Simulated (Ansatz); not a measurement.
The cell is NaH (CsCl type); cell and atoms were relaxed with r2SCAN. Space group Pm-3m (No. 221), cubic; a = 2.932 Å in the conventional setting, 12.61 Å³ an atom. Na is surrounded by 8 H at 2.54 Å; H is surrounded by 8 Na at 2.54 Å.

The questions ask for values computed with the PAW code Ansatz on this geometry. Values at 0 K without nuclear motion; spin polarisation is off, and the phase may be a hypothetical one.

Given (8×8×8 mesh): With r2SCAN the valence top lies at R and the conduction bottom at X, 1.60 eV higher; the smallest vertical gap, at X, is 5.16 eV.

(1) What does HSE06 give for the gap (6×6×6 mesh)?

(2) Estimate the gap with DDH-PBE0 on 6×6×6.

(3) How strongly does the crystal screen a field with clamped ions (r2SCAN)?

## Answers

(1) The HSE06 gap is indirect, 1.88 eV (R to X), below the direct gap of 5.72 eV at X. The gap differs by +0.28 eV from r2SCAN's.

(2) DDH-PBE0 gives an indirect gap of 2.91 eV, from R to X; the least direct gap is 6.86 eV at X. The share of exact exchange is 0.299. The gap differs by +1.31 eV from r2SCAN's.

(3) The clamped-ion dielectric constant comes out as 3.07 in all directions. Born charges, averaged over directions: Na +0.99, H -0.99 e.

The meshes of the hybrids are coarse, so their gaps aren't converged to the digits shown.

Set aside, since their points miss a band edge that the other levels read or their mesh is too coarse: LC-ωPBE.
